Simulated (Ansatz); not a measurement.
Cu:

```xyz
2
Lattice="1.2185 -3.9764 0.0000 1.2185 3.9764 0.0000 0.0000 0.0000 2.4755" Properties=species:S:1:pos:R:3 pbc="T T T"
Cu    1.2185   -2.9118    1.8566
Cu    1.2185    2.9118    0.6189
```

This isn't the form of Cu at room conditions, which is fcc.

| Item | Value |
| --- | --- |
| Program | Ansatz 0.2.0 |
| Task | relaxation of cell and atoms |
| Functional | revPBE |
| Dispersion | D3(BJ) |
| Potentials or basis | Ansatz PAW |
| Cutoff | 420 eV (not typed: the program's choice for these potentials) |
| k mesh | 11 × 11 × 11 |
| Occupations | fermi-dirac, width 0.05 eV |
| Spin | no spin polarisation |

At the start: volume 11.99 Å³/atom.

How do energy, volume and symmetry change on relaxing?

It ends after 7 steps and the volume is 11.57 Å³/atom (-3.6 %); space group Cmcm (No. 63, to 0.05 Å).

Step by step:
```
step  energy change (eV)  largest force (eV/Å)  volume (Å³)
   1              0.0000                0.0674        23.99
   2             -0.0114                0.0447        23.57
   3             -0.0161                0.0055        23.09
   4             -0.0161                0.0003        23.12
   5             -0.0151                0.0001        23.12
   6             -0.0151                0.0004        23.13
   7             -0.0151                0.0004        23.13
```

Final structure:
```
Cu
1.0
     1.20232   -3.92009    0.00000
     1.20232    3.92009    0.00000
     0.00000    0.00000    2.45392
Cu
2
Direct
  0.86688 0.13312 0.75000
  0.13312 0.86688 0.25000
```

Caveat: the plane-wave basis is chosen anew once the cell has moved, so the energies of steps on either side of that aren't comparable; pairwise dispersion overbinds metals, which lowers pressure and volume; the PAW data sets come from PBE, with cores solved anew for the run's functional, which leaves a small shift of forces and pressure.
